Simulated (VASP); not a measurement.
**HfO2: O into a neighbouring O vacancy**

Aim: the barrier for one hop in HfO2: O into a neighbouring O vacancy. The start is a cell from a database of measured crystal structures.

Program: VASP 6.6.1. Level of theory: PBEsol; plane waves and PAW (Hf, O). Results are calculated unless marked as measured.

Report form: the programs' logs are mostly left out.

## Step 1: The host crystal

Symmetry: Fm-3m, No. 225, cubic system. Conventional cell: a = 5.115 Å, b = 5.115 Å, c = 5.115 Å, α = 90.00°, β = 90.00°, γ = 90.00°. Nearest to Hf lie 8 O at 2.21 Å. Nearest to O lie 4 Hf at 2.21 Å. Farther neighbours and most contacts between anions are not listed.

As a file:

```cif
data_structure
_symmetry_space_group_name_H-M 'P 1'
_symmetry_Int_Tables_number 1
_cell_length_a 3.6169
_cell_length_b 3.6169
_cell_length_c 3.6169
_cell_angle_alpha 60.000
_cell_angle_beta 60.000
_cell_angle_gamma 60.000
_cell_volume 33.46
loop_
_atom_site_label
_atom_site_type_symbol
_atom_site_fract_x
_atom_site_fract_y
_atom_site_fract_z
_atom_site_occupancy
Hf1 Hf 0.00000 0.00000 0.00000 1
O2 O 0.75000 0.75000 0.75000 1
O3 O 0.25000 0.25000 0.25000 1
```

## Step 2: Relax the host

First cell and atoms are relaxed at a raised cutoff, so that later runs start from this functional's own cell.

Contents of INCAR:

```
SYSTEM = HfO2
PREC = Accurate
ENCUT = 520
EDIFF = 1E-06
NELM = 120
ISMEAR = 0
SIGMA = 0.1
LREAL = .FALSE.
ALGO = Normal
GGA = PS
NBANDS = 14
LASPH = .TRUE.
LORBIT = 11
LWAVE = .FALSE.
LCHARG = .FALSE.
KPAR = 6
IBRION = 2
NSW = 40
ISIF = 3
EDIFFG = -0.02
POTIM = 0.4
```

Contents of POSCAR:

```
HfO2
1.0
    0.0000000000      2.5575000000      2.5575000000
    2.5575000000      0.0000000000      2.5575000000
    2.5575000000      2.5575000000      0.0000000000
Hf O
1 2
Direct
    0.0000000000      0.0000000000      0.0000000000
    0.7500000000      0.7500000000      0.7500000000
    0.2500000000      0.2500000000      0.2500000000
```

Contents of KPOINTS:

```
Automatic mesh
0
Gamma
6 6 6
0 0 0
```

Potentials, in the order of the species: Hf and O (PBE family, release 64).

Launch:

```
mpirun -np 6 vasp_std
```

Elapsed: 14 s, on 6 MPI ranks of Intel Xeon Platinum 8488C (Sapphire Rapids), shared host; peak memory 0.96 GiB; 81 s of CPU time.

The gap is read on the k-mesh alone, so it is an upper bound where the band edges lie off the mesh. The PAW data sets were made with PBE, which is usual practice but a small mismatch for other functionals. The data set Hf keeps the semicore shell frozen, which is cheaper and a little less accurate. The run keeps the 48 symmetry operations of its start, so it cannot find a distortion of lower symmetry.

Relaxation path:

```tsv
step	energy less that of the first step (eV)	largest force (eV/Å)	pressure (GPa)	volume (Å³)
1	0.0000	0.0000	-14.78	33.46
2	0.0297	0.0000	21.11	29.63
3	-0.0913	0.0000	-0.21	31.60
```

```tsv
conventional cell, symmetrised	before	after	change
a (Å)	5.115	5.018	-1.9 %
b (Å)	5.115	5.018	-1.9 %
c (Å)	5.115	5.018	-1.9 %
volume (Å³/atom)	11.15	10.53	-5.6 %
```

Final coordinates:

```
Hf O
1.0
     0.00000    2.50921    2.50921
     2.50921    0.00000    2.50921
     2.50921    2.50921    0.00000
Hf O
1 2
Direct
  0.00000 0.00000 0.00000
  0.75000 0.75000 0.75000
  0.25000 0.25000 0.25000
```

A gap read on the k-mesh alone can miss the band edges.

Numbers from this step:

| Property | Result |
| --- | --- |
| electronic cycles | 27 |
| electrons | 16 |
| free energy (TOTEN) | -31.72 eV |
| Fermi energy | 5.102 eV |
| metallic | no |
| gap on the k-mesh | 3.711 eV |
| least direct gap on the k-mesh | 3.711 eV |

The run ended after 3 ionic steps, 0.091 eV below its first step, once forces and stress met EDIFFG = -0.02.

## Step 3: Relax the host again, on a new basis

The volume changed by more than 5 %, so the plane waves of the start no longer fit; a second relaxation removes that error.

Edit INCAR of step 2 so:

```diff
@@ -17,3 +17,3 @@
 IBRION = 2
-NSW = 40
+NSW = 30
 ISIF = 3
```

Contents of POSCAR:

```
HfO2
1.0
    0.0000000000      2.5092149267      2.5092149267
    2.5092149267      0.0000000000      2.5092149267
    2.5092149267      2.5092149267      0.0000000000
Hf O
1 2
Direct
    0.0000000000      0.0000000000      0.0000000000
    0.7500000000      0.7500000000      0.7500000000
    0.2500000000      0.2500000000      0.2500000000
```

Contents of KPOINTS:

```
Automatic mesh
0
Gamma
7 7 7
0 0 0
```

Launch:

```
mpirun -np 6 vasp_std
```

Elapsed: 5.6 s, on 6 MPI ranks; peak memory 0.91 GiB.

Little changed from the start: no atom moved by 0.005 Å and no cell edge by 0.1 %.

Numbers from this step:

* electronic cycles: 12
* Fermi energy: 4.985 eV
* gap on the k-mesh: 3.881 eV
* least direct gap on the k-mesh: 4.089 eV

The start already met the threshold, so nothing moved.

## Step 4: Relax the start

System of this step: Hf12O23. The cell holds 35 atoms: 12 Hf and 23 O. Its edges and angles: a = 7.097 Å, b = 7.097 Å, c = 10.646 Å, α = 60.0°, β = 60.0°, γ = 60.0°. It derives from HfO2. Nearest the centre at fractional (0.250, 0.250, 0.333): O25 at 1.25 Å, Hf5 at 1.77 Å, Hf8 at 1.80 Å, O18 at 2.80 Å, O28 at 2.80 Å, O15 at 2.81 Å, O31 at 2.81 Å, O30 at 2.81 Å. The cell carries charge +2.

A path needs two true minima; the start is relaxed with symmetry off.

This cell carries charge +2, set by NELECT and balanced by a uniform background.

Contents of INCAR:

```
SYSTEM = Hf12O23
PREC = Normal
ENCUT = 400
EDIFF = 1E-05
NELM = 120
ISMEAR = 0
SIGMA = 0.05
LREAL = Auto
ALGO = Fast
GGA = PS
NELECT = 184
NBANDS = 120
LASPH = .TRUE.
LORBIT = 11
LWAVE = .FALSE.
LCHARG = .FALSE.
KPAR = 6
IBRION = 2
NSW = 60
ISIF = 2
EDIFFG = -0.05
POTIM = 0.4
MAXMIX = 40
ISYM = 0
```

Contents of POSCAR:

```
Hf12O23
1.0
    0.0000000000      5.0184298534      5.0184298534
    5.0184298534      0.0000000000      5.0184298534
    7.5276447801      7.5276447801      0.0000000000
Hf O
12 23
Direct
    0.0016070186     -0.0002901244      0.0011115897
    0.0052902755     -0.0035113344      0.3322118990
    0.0029543976     -0.0015014635      0.6662410256
    0.0005599415      0.5016188793     -0.0002977801
    0.0001821781      0.4978964268      0.3327790501
   -0.0016969070      0.5005313761      0.6679034746
    0.5010618030     -0.0010293539     -0.0013911959
    0.5051338588     -0.0011217501      0.3333489246
    0.5012899994     -0.0019865204      0.6607877979
    0.5017000444      0.4991660510     -0.0005657405
    0.4928115673      0.5056835596      0.3351711233
    0.4985393733      0.5041031399      0.6693586259
    0.3730738915      0.3775935075      0.5802386784
    0.3709756480      0.3763014817      0.9160886489
    0.3730651759      0.8765431878      0.2487797972
    0.3738717817      0.8741104890      0.5841800270
    0.3762319933      0.8750466868      0.9182130557
    0.8770891843      0.3709124216      0.2505511180
    0.8729346512      0.3807097844      0.5818626289
    0.8719261603      0.3768228529      0.9153981253
    0.8734786097      0.8726070659      0.2517390323
    0.8766742447      0.8714656133      0.5827474410
    0.8727587144      0.8706703564      0.9201788044
    0.1263405229      0.1224737403      0.0856933835
    0.1286196679      0.1223903951      0.4162521715
    0.1195741654      0.1245203291      0.7527000286
    0.1258757848      0.6272141212      0.0815649678
    0.1189828886      0.6262540157      0.4163451142
    0.1233176663      0.6241307653      0.7529276055
    0.6268233326      0.1250434040      0.0833016108
    0.6235760787      0.1260460009      0.4182973974
    0.6231343499      0.1178952974      0.7540487418
    0.6225018212      0.6218177210      0.0850864630
    0.6247575938      0.6286795163      0.4150978995
    0.6290123883      0.6258450816      0.7491029300
```

Contents of KPOINTS:

```
Automatic mesh
0
Gamma
2 2 2
0 0 0
```

Launch:

```
mpirun -np 6 vasp_std
```

Run time: 23 min. Hardware: 6 MPI ranks; peak memory 2.6 GiB.

Step by step (22 of 26):

```tsv
step	energy less that of the first step (eV)	largest force (eV/Å)
1	0.0000	4.6772
2	-2.2160	2.0020
3	-2.3239	1.4358
5	-3.0373	1.2222
6	-3.3097	0.8083
7	-3.3135	0.7811
8	-3.4526	0.6212
9	-3.4583	0.6132
11	-3.5353	0.4724
12	-3.5965	0.3244
13	-3.6242	0.4080
14	-3.6712	0.3626
15	-3.6755	0.3932
16	-3.6995	0.2423
18	-3.7095	0.1513
19	-3.7109	0.1562
20	-3.7162	0.1196
21	-3.7166	0.2095
22	-3.7199	0.1041
24	-3.7237	0.0728
25	-3.7239	0.0697
26	-3.7254	0.0471
```

The atoms that moved most (Å):

```tsv
atom	dx	dy	dz	length
O23	0.277	0.263	-0.189	0.427
O27	-0.043	0.341	-0.020	0.345
O30	0.337	-0.053	-0.013	0.342
O28	-0.315	0.106	-0.043	0.336
O31	0.054	-0.311	-0.063	0.322
O25	0.064	0.033	0.228	0.240
O22	-0.138	-0.161	0.091	0.231
O33	-0.022	-0.024	-0.219	0.222
```

Final coordinates:

```xyz
35
Lattice="0.0000 5.0184 5.0184 5.0184 0.0000 5.0184 7.5276 7.5276 0.0000" Properties=species:S:1:pos:R:3 pbc="T T T"
Hf    0.0188    0.0202    0.0307
Hf    2.4529    2.4504    0.0627
Hf    4.9453    4.9456    0.1062
Hf    2.4931   -0.0022    2.4935
Hf    5.0801    2.4368    2.4517
Hf    7.5009    5.0157    2.5252
Hf   -0.0005    2.4910    2.4947
Hf    2.4368    5.0797    2.4516
Hf    5.0158    7.5012    2.5265
Hf    2.4228    2.4228    5.1270
Hf    5.0712    5.0709    5.0795
Hf    7.5536    7.5534    5.0018
O     6.3759    6.3732    3.7706
O     8.7115    8.7122    3.7658
O     6.2975    3.7477    6.2317
O     8.7056    6.3469    6.2340
O    11.3327    8.6899    6.2963
O     3.7487    6.2983    6.2325
O     6.3477    8.7061    6.2341
O     8.6880   11.3314    6.2961
O     6.2902    6.2909    8.8047
O     8.6217    8.6256    8.8638
O    11.5733   11.5698    8.5598
O     1.2603    1.2589    1.2881
O     3.8117    3.8123    1.4882
O     6.1917    6.1935    1.2174
O     3.7189    1.5871    3.7596
O     5.9614    3.8369    3.6968
O     8.9576    6.1511    3.7285
O     1.5919    3.7199    3.7598
O     3.8357    5.9667    3.6987
O     6.1488    8.9537    3.7289
O     3.7389    3.7404    6.0251
O     6.2375    6.2381    6.2845
O     8.8183    8.8169    6.3660
```

This step gave:

```yaml
electronic_cycles: 198
electrons: 184
free_energy_toten: -385.3814 eV
fermi_energy: 4.245 eV
gap_on_the_k_mesh: 4.217 eV
least_direct_gap_on_the_k_mesh: 4.365 eV
```

The run ended after 26 ionic steps, 3.725 eV below its first step, once the forces on the free atoms met EDIFFG = -0.05.

## Step 5: Relax the end

The end state is relaxed in the same way, so that both ends share their errors.

This cell carries charge +2, set by NELECT and balanced by a uniform background.

INCAR is that of step 4.

Contents of POSCAR:

```
Hf12O23
1.0
    0.0000000000      5.0184298534      5.0184298534
    5.0184298534      0.0000000000      5.0184298534
    7.5276447801      7.5276447801      0.0000000000
Hf O
12 23
Direct
   -0.0055255716     -0.0005094580      0.0013570341
   -0.0050877293      0.0023435843      0.3364294636
    0.0010291543      0.0023668971      0.6654720082
   -0.0014641199      0.4986162980      0.0010126109
   -0.0016689391      0.5043227151      0.3316991063
   -0.0109891997      0.5011605110      0.6699419019
    0.5018533570     -0.0058423531      0.0055338709
    0.5019905491     -0.0053410855      0.3335711165
    0.5013747529      0.0007454405      0.6648252607
    0.5010095826      0.4982868776      0.0000652445
    0.4991520160      0.4970603465      0.3330489181
    0.4955697785      0.5000746984      0.6666341773
    0.3718833916      0.3779017921      0.5852697685
    0.3726866693      0.3764025464      0.9170907234
    0.3724055040      0.8729743389      0.2524800072
    0.3700585012      0.8757326965      0.5850589548
    0.3792587623      0.8772265341      0.9127898623
    0.8734014670      0.3680786396      0.2514909900
    0.8763240596      0.3727327636      0.5848406611
    0.8781105700      0.3746797520      0.9152080490
    0.8780248181      0.8728087792      0.2532240681
    0.8757849713      0.8739260995      0.5824753083
    0.8750701429      0.8756231653      0.9165401246
    0.1288373352      0.1188721505      0.0829793290
    0.3812334952      0.3740164576      0.2475387607
    0.1224811063      0.1238037066      0.7521074424
    0.1187617871      0.6266977702      0.0898308777
    0.1236288262      0.6201750879      0.4178118754
    0.1261927409      0.6286943279      0.7479851444
    0.6177631996      0.1324029981      0.0809543244
    0.6307691578      0.1199007963      0.4157687293
    0.6254282217      0.1318586401      0.7468846172
    0.6195958609      0.6318899230      0.0841071307
    0.6237727148      0.6211833292      0.4174222345
    0.6187581894      0.6300618247      0.7515862197
```

KPOINTS is that of step 4.

Launch:

```
mpirun -np 6 vasp_std
```

Wall time 24 min (6 MPI ranks); peak memory 2.6 GiB; 2.4 h of CPU time.

Relaxation path (22 of 28):

```tsv
step	energy less that of the first step (eV)	largest force (eV/Å)
1	0.0000	5.1880
2	-2.2820	2.0947
4	-3.1414	0.9574
5	-3.2721	1.3417
6	-3.5685	0.8584
7	-3.5731	0.8253
9	-3.7305	0.5501
10	-3.8018	0.4075
11	-3.8064	0.4546
13	-3.8918	0.4015
14	-3.9375	0.3232
15	-3.9457	0.3644
16	-3.9687	0.2418
18	-3.9785	0.1595
19	-3.9798	0.1738
20	-3.9859	0.1507
22	-3.9921	0.0883
23	-3.9923	0.1040
24	-3.9960	0.1370
25	-3.9960	0.1325
27	-3.9975	0.0618
28	-3.9980	0.0443
```

The atoms that moved most (Å):

```tsv
atom	dx	dy	dz	length
O35	-0.325	-0.268	0.223	0.476
O19	-0.337	0.026	0.000	0.338
O18	-0.051	0.305	0.107	0.327
O16	0.034	-0.323	0.021	0.325
O15	0.305	-0.078	0.079	0.325
O25	-0.019	-0.063	-0.269	0.277
O22	0.040	0.024	0.242	0.247
O33	0.125	0.179	-0.102	0.241
```

The relaxed structure:

```
Hf O
1.0
     0.00000    5.01843    5.01843
     5.01843    0.00000    5.01843
     7.52764    7.52764    0.00000
Hf O
12 23
Direct
  0.00049 0.00105 0.99633
  0.99173 0.99427 0.33125
  0.98829 0.98843 0.68592
  0.99996 0.49534 0.00395
  0.98998 0.51913 0.33094
  0.00171 0.49905 0.66783
  0.49519 0.99994 0.00394
  0.51743 0.99225 0.33098
  0.49881 0.00224 0.66737
  0.48816 0.48916 0.01782
  0.48969 0.49456 0.34623
  0.49572 0.49557 0.66688
  0.37001 0.37048 0.58597
  0.37761 0.37866 0.92539
  0.34201 0.91902 0.26234
  0.33653 0.91340 0.56451
  0.40795 0.84792 0.91123
  0.91948 0.34328 0.26123
  0.91244 0.33657 0.56418
  0.84725 0.40851 0.91185
  0.87197 0.87392 0.25601
  0.89829 0.89971 0.57062
  0.86475 0.86460 0.91888
  0.12359 0.12335 0.07083
  0.34998 0.35162 0.25996
  0.12320 0.12431 0.76080
  0.11280 0.64392 0.08150
  0.13048 0.62518 0.41437
  0.13518 0.60842 0.75556
  0.64274 0.11339 0.08138
  0.62380 0.13332 0.41373
  0.60793 0.13537 0.75604
  0.61486 0.61625 0.11108
  0.62078 0.62209 0.41671
  0.64666 0.64665 0.69740
```

This step gave:

```yaml
electronic_cycles: 214
free_energy_toten: -385.3839 eV
fermi_energy: 4.241 eV
gap_on_the_k_mesh: 4.226 eV
least_direct_gap_on_the_k_mesh: 4.372 eV
```

The run ended after 28 ionic steps, 3.998 eV below its first step, once the forces on the free atoms met EDIFFG = -0.05.

(Part 1 of 2 ends here.)

[Lines on the potential files, build, host, timing and source positions are cut from VASP's logs without a mark.]

[Logs are printed without paths, hosts, clocks, repeated set-up lines and the standing remarks that a program may print on its own settings, such as how far it seeks lower states.]

[Hosts, paths, dates, database ids (printed as entryN), source tags and the programs' standing remarks are cut or masked in the printed files.]

[Runs that stopped without an error message from VASP are left out.]
